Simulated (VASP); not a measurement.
Tl:

```
Tl
1.0
     3.45600    0.00000    0.00000
    -1.72800    2.99298    0.00000
     0.00000    0.00000    5.52500
Tl
2
Direct
  0.33333 0.66667 0.25000
  0.66667 0.33333 0.75000
```

| Property | Result |
| --- | --- |
| Program | VASP 6.6.1 |
| Task | relaxation of cell and atoms |
| Functional | LDA |
| Potentials or basis | VASP PAW LDA potentials, release 64 (Tl_d) |
| Cutoff | 600 eV |
| k mesh | 7 × 7 × 4 |
| Occupations | fermi-dirac, width 0.02 eV |
| Spin | no spin polarisation |

At the start: pressure -1.6 GPa; volume 28.57 Å³/atom.

How do energy, volume and symmetry change on relaxing?

Over 6 steps the energy falls by 11.2 meV/atom and the volume is 27.37 Å³/atom (-4.2 %); space group P6_3/mmc (No. 194, to 0.05 Å).

The path:
| step | energy change (eV) | largest force (eV/Å) | pressure (GPa) | volume (Å³) |
| --- | --- | --- | --- | --- |
| 1 | 0.0000 | 0.0000 | -1.57 | 57.15 |
| 2 | -0.0179 | 0.0000 | -0.14 | 54.87 |
| 3 | -0.0188 | 0.0000 | 0.40 | 54.24 |
| 4 | -0.0219 | 0.0000 | 0.35 | 54.24 |
| 5 | -0.0219 | 0.0000 | 0.35 | 54.24 |
| 6 | -0.0224 | 0.0000 | -0.05 | 54.73 |

Final structure:
```cif
data_structure
_symmetry_space_group_name_H-M 'P 1'
_symmetry_Int_Tables_number 1
_cell_length_a 3.3688
_cell_length_b 3.3688
_cell_length_c 5.5691
_cell_angle_alpha 90.000
_cell_angle_beta 90.000
_cell_angle_gamma 120.000
_cell_volume 54.73
loop_
_atom_site_label
_atom_site_type_symbol
_atom_site_fract_x
_atom_site_fract_y
_atom_site_fract_z
_atom_site_occupancy
Tl1 Tl 0.33333 0.66667 0.25000 1
Tl2 Tl 0.66667 0.33333 0.75000 1
```
